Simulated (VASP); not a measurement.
Runs of VASP 6.6.1 on BAs. The cell holds a sheet with vacuum, 2 atoms: a = 3.380 Å, b = 3.380 Å, c = 16.000 Å, α = 90.00°, β = 90.00°, γ = 120.00°. The cell was built by a generator and needn't be a form met in nature.

| task | level | spin | cell | k mesh | cutoff (eV) | dipole correction | grid for exact exchange (PRECFOCK) | screening parameter | exchange at q = 0 | gap on the mesh (eV) |
| --- | --- | --- | --- | --- | --- | --- | --- | --- | --- | --- |
| relaxation of cell and atoms | PBEsol+D3(BJ) | off | relaxed | 12 × 12 × 1 | 600 | no | - | - | - | 0.74 |
| work function | PBEsol | off | P-6m2, 78.41 Å³/atom | 12 × 12 × 1 | 520 | yes | - | - | - | 0.74 |
| work function | HSE06 | off | P-6m2, 78.41 Å³/atom | 6 × 6 × 1 | 520 | yes | Fast | 0.2 1/A | - | 1.17 |
| work function | PBE0 | off | P-6m2, 78.41 Å³/atom | 6 × 6 × 1 | 520 | yes | Fast | - | default | (a) |
| work function | r2SCAN | off | P-6m2, 78.41 Å³/atom | 12 × 12 × 1 | 520 | yes | - | - | - | 0.98 |

Alike in all rows: potentials or basis VASP PAW PBE potentials, release 64 (B, As); smearing gaussian 0.03 eV.

Question: Estimate the missing entries.

Answer: (a) 1.79.

Caveats: the PAW data sets were made with another functional, which shifts forces and pressure a little.

A k mesh can miss the band edges, and the runs leave out spin-orbit coupling on As.
